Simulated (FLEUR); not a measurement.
# InP (F-43m) in FLEUR: a series of runs, part 2 of 2

FLEUR MaX-R8.1 (later development tree). Earlier steps stand in the parts before.

## (4) Equation of state, LDA, 24.16 Å³/atom (volume scaled by 0.96)

Changes to inp.xml since step 3:

```diff
@@ -24,3 +24,3 @@
       <xi:include xmlns:xi="http://www.w3.org/2001/XInclude" href="sym.xml"> </xi:include>
-      <bulkLattice scale="0.9795861087">
+      <bulkLattice scale="0.9864848297">
          <bravaisMatrix>
```

Command:

```bash
inpgen -f crystal.txt -profile fastHighL
# inp.xml edited to the form shown
fleur_MPI
```

Wall time 2.7 min (1 thread of Arm Neoverse V2, shared host); peak memory 0.09 GiB.

The run converged. Its results:

| Property | Result |
| --- | --- |
| Free energy | -169231.5470 eV |
| Band gap on the k mesh | 0.70 eV, direct |
| Valence electrons inside the program's atomic spheres | In 18.90; P 8.66 (radii In 2.35, P 1.96 bohr) |

Caveat: spin-orbit coupling is left out, which moves the levels of the heavy elements.

## (5) Equation of state, LDA, 25.17 Å³/atom

Changes to inp.xml since step 4:

```diff
@@ -24,3 +24,3 @@
       <xi:include xmlns:xi="http://www.w3.org/2001/XInclude" href="sym.xml"> </xi:include>
-      <bulkLattice scale="0.9864848297">
+      <bulkLattice scale="1.0000000000">
          <bravaisMatrix>
```

Command:

```bash
inpgen -f crystal.txt -profile fastHighL
# inp.xml edited to the form shown
fleur_MPI
```

It took 3 min on 1 thread of Arm Neoverse V2, shared host; peak memory 0.09 GiB.

It converged, with:

| Quantity | Value |
| --- | --- |
| Free energy | -169231.5493 eV |
| Band gap on the k mesh | 0.48 eV, direct |
| Valence electrons inside the program's atomic spheres | In 18.87; P 8.63 (radii In 2.35, P 1.96 bohr) |

Caveat: spin-orbit coupling is left out, which moves the levels of the heavy elements.

## (6) Equation of state, LDA, 26.17 Å³/atom (volume scaled by 1.04)

Changes to inp.xml since step 5:

```diff
@@ -24,3 +24,3 @@
       <xi:include xmlns:xi="http://www.w3.org/2001/XInclude" href="sym.xml"> </xi:include>
-      <bulkLattice scale="1.0000000000">
+      <bulkLattice scale="1.0131594038">
          <bravaisMatrix>
```

Potentials or basis: all-electron, FLAPW.

Command:

```bash
inpgen -f crystal.txt -profile fastHighL
# inp.xml edited to the form shown
fleur_MPI
```

Run time: 3.1 min. Hardware: 1 thread of Arm Neoverse V2, shared host; peak memory 0.09 GiB.

It converged, with:

| Item | Value |
| --- | --- |
| Free energy | -169231.5185 eV |
| Band gap on the k mesh | 0.27 eV, direct |
| Valence electrons inside the program's atomic spheres | In 18.84; P 8.61 (radii In 2.35, P 1.96 bohr) |

Caveat: spin-orbit coupling is left out, which moves the levels of the heavy elements.

## (7) Equation of state, LDA, 26.68 Å³/atom (volume scaled by 1.06)

Changes to inp.xml since step 6:

```diff
@@ -24,3 +24,3 @@
       <xi:include xmlns:xi="http://www.w3.org/2001/XInclude" href="sym.xml"> </xi:include>
-      <bulkLattice scale="1.0131594038">
+      <bulkLattice scale="1.0196128224">
          <bravaisMatrix>
```

Command:

```bash
inpgen -f crystal.txt -profile fastHighL
# inp.xml edited to the form shown
fleur_MPI
```

Wall time 3.3 min (1 thread of Arm Neoverse V2, shared host); peak memory 0.09 GiB.

The run converged. Its results:

```yaml
Free_energy: -169231.4930 eV
Band_gap_on_the_k_mesh: 0.16 eV, direct
Valence_electrons_inside_the_program's_atomic_spheres: In 18.82; P 8.60 (radii In 2.35, P 1.96 bohr)
```

Caveat: spin-orbit coupling is left out, which moves the levels of the heavy elements.

## (8) Equation of state, LDA

This step only gathers the single runs of the series.

What came out:

```yaml
Equilibrium_volume: 24.72 Å³/atom
Bulk_modulus: 71 GPa
Pressure_derivative_of_the_bulk_modulus: "4.7 (rough: it moves with the points fitted)"
```

Energy against volume, from the lowest point:
| volume (Å³/atom) | energy (meV/atom) |
| --- | --- |
| 23.657 | 9.22 |
| 24.160 | 1.14 |
| 25.167 | 0.00 |
| 26.173 | 15.39 |
| 26.677 | 28.17 |

LDA usually gives volumes a few per cent too small.

## (9) How close it comes

Step 2. A measured gap of InP is 1.4236 eV (direct; 1.6 K; a printed reference work, data compilation); the calculated 0.48 eV misses it by -0.94 eV. Spin-orbit coupling on In is left out. The value is that of LDA, without temperature or zero-point motion. Semilocal functionals fall short of measured gaps as a rule.

Step 8. A measured bulk modulus of InP is 71 GPa (a printed reference work, data compilation); the calculated 71 GPa misses it by +0.5 %. The fit is for a static lattice scaled at fixed shape and fixed fractional positions.
